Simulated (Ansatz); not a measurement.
## Ta: energy along a strain

Ta, Im-3m, a = 3.303 Å (as given, not relaxed at this level: 3.1 GPa). Ansatz: PBE, PAW, 420 eV, Γ-centred 20×20×20 mesh on 1 atom, Gaussian smearing 0.15 eV; no spin polarisation. Cell vectors (Å): -1.651 1.651 1.651; 1.651 -1.651 1.651; 1.651 1.651 -1.651. The cell is strained by x per cent times the pattern (1 0 0 0 0 0) in the order xx yy zz yz xz xy (engineering shears), with fractional coordinates held. y is the free energy over the start, V0 = 18.010 Å³/atom.

| x (%) | y (meV/atom) |
| --- | --- |
| -6.00 | ? |
| -4.50 | 51.61 |
| -3.00 | 26.13 |
| -1.50 | 9.08 |
| 0.00 | 0.00 |
| 1.50 | -1.72 |
| 3.00 | 3.19 |
| 4.50 | 13.97 |
| 5.25 | 21.35 |
| 6.00 | 29.96 |

Q: Fit y = c1 x + c2 x² + c3 x³ to the other rows, get the stiffness along the pattern, and predict the missing energy.

A: Least squares on the rows shown. y = −3.5120 x + 1.6199 x² − 0.033586 x³. The clamped-ion stiffness p·C·p = 2 × 16.20 eV × 160.2 / 18.010 Å³ = 288 GPa, which is C11 in these axes (second derivative at the start, which stands under stress). At x = -6.00 the fit asked for gives 86.64 meV/atom. The run gave 85.86 meV/atom, so the fit is 0.78 meV/atom too high, 0.89 % of the span of the series, against an rms of 0.05 meV/atom on the fitted rows. The row lies outside the fitted range. With a term in x⁴ added, a fit to the same known rows predicts 86.11 meV/atom, so most of the miss is curvature that the known rows already hold.

Spin–orbit coupling is left out, which can shift energies with elements as heavy as these.